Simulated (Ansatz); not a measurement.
Cell and atoms are relaxed with the symmetry kept. Start:

```xyz
8
Lattice="-2.8856 2.8856 5.7398 2.8856 -2.8856 5.7398 2.8856 2.8856 -5.7398" Properties=species:S:1:pos:R:3 pbc="T T T"
Zn    0.0000    2.8856    2.8699
Cu    2.8856    0.0000    2.8699
Cu    0.0000    0.0000    0.0000
Sn    0.0000    0.0000    5.7398
Se    1.5381    1.4990    4.2477
Se    1.3475    1.3866   -1.4921
Se   -1.4990    1.5381    7.2320
Se    4.3846    1.3475    1.4921
```

Computed with DFT PBE, scalar-relativistic, plane waves, PAW (Ansatz).

Settings: cutoff 420 eV, Γ-centred mesh 10×10×10 on the computed 8-atom cell, Gaussian smearing of 0.10 eV; no spin polarisation.

What does it relax to?

The volume increases by 0.03 Å³/atom to 23.93 Å³/atom, and the energy falls by 0.4 meV/atom. Final structure:
```cif
data_structure
_symmetry_space_group_name_H-M 'P 1'
_symmetry_Int_Tables_number 1
_cell_length_a 7.0565
_cell_length_b 7.0565
_cell_length_c 7.0565
_cell_angle_alpha 131.781
_cell_angle_beta 131.781
_cell_angle_gamma 70.575
_cell_volume 191.43
loop_
_atom_site_label
_atom_site_type_symbol
_atom_site_fract_x
_atom_site_fract_y
_atom_site_fract_z
_atom_site_occupancy
Zn1 Zn 0.75000 0.25000 0.50000 1
Cu1 Cu 0.25000 0.75000 0.50000 1
Cu2 Cu 0.00000 0.00000 0.00000 1
Sn1 Sn 0.50000 0.50000 0.00000 1
Se1 Se 0.62939 0.63871 0.52854 1
Se2 Se 0.11017 0.10086 0.47146 1
Se3 Se 0.89914 0.37061 0.00931 1
Se4 Se 0.36129 0.88983 0.99069 1
```

Course of the relaxation (steps run on the plane waves of an earlier cell, and the basis is chosen afresh near the end, so energy and pressure can step there; trial steps that raised the energy were taken back; energies are free energies):

```json
{"step": "1", "E − E_final (meV/atom)": "0.4", "largest force component (eV/Å)": "0.102", "P (GPa)": "0.12", "V (Å³/atom)": "23.90"}
{"step": "2", "E − E_final (meV/atom)": "0.1", "largest force component (eV/Å)": "0.024", "P (GPa)": "-0.12", "V (Å³/atom)": "23.98"}
{"step": "3", "E − E_final (meV/atom)": "0.0", "largest force component (eV/Å)": "0.001", "P (GPa)": "-0.01", "V (Å³/atom)": "23.93"}
{"step": "4", "E − E_final (meV/atom)": "0.0", "largest force component (eV/Å)": "0.001", "P (GPa)": "-0.01", "V (Å³/atom)": "23.93"}
```

Cost: 1 run of about 29 core-minutes, on Intel Xeon Processor @ 2.50GHz (Skylake/Cascade Lake) (shared hosts).